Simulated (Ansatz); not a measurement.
Ge:

```
CELL_PARAMETERS angstrom
0.00000 2.82891 2.82891
2.82891 0.00000 2.82891
2.82891 2.82891 0.00000
ATOMIC_POSITIONS crystal
Ge 0.75000 0.75000 0.75000
Ge 0.50000 0.50000 0.50000
```

Base run:

| Item | Value |
| --- | --- |
| Program | Ansatz 0.2.0 |
| Functional | LDA |
| Potentials or basis | all-electron LAPW, scalar-relativistic |
| Cutoff | 317 eV (chosen from the basis error) |
| Basis error allowed | 0.001 eV/atom |
| k mesh | 8 × 8 × 8 |
| Occupations | fermi-dirac, width 0.05 eV |
| Spin | no spin polarisation |

Its results: pressure -1.3 GPa.

Problem. The run is repeated on the same cell with these changes: functional from LDA to PBE. What comes out?

Solution. Pressure 3.6 GPa.

PBE binds less tightly than LDA, so the same cell stands under more pressure.
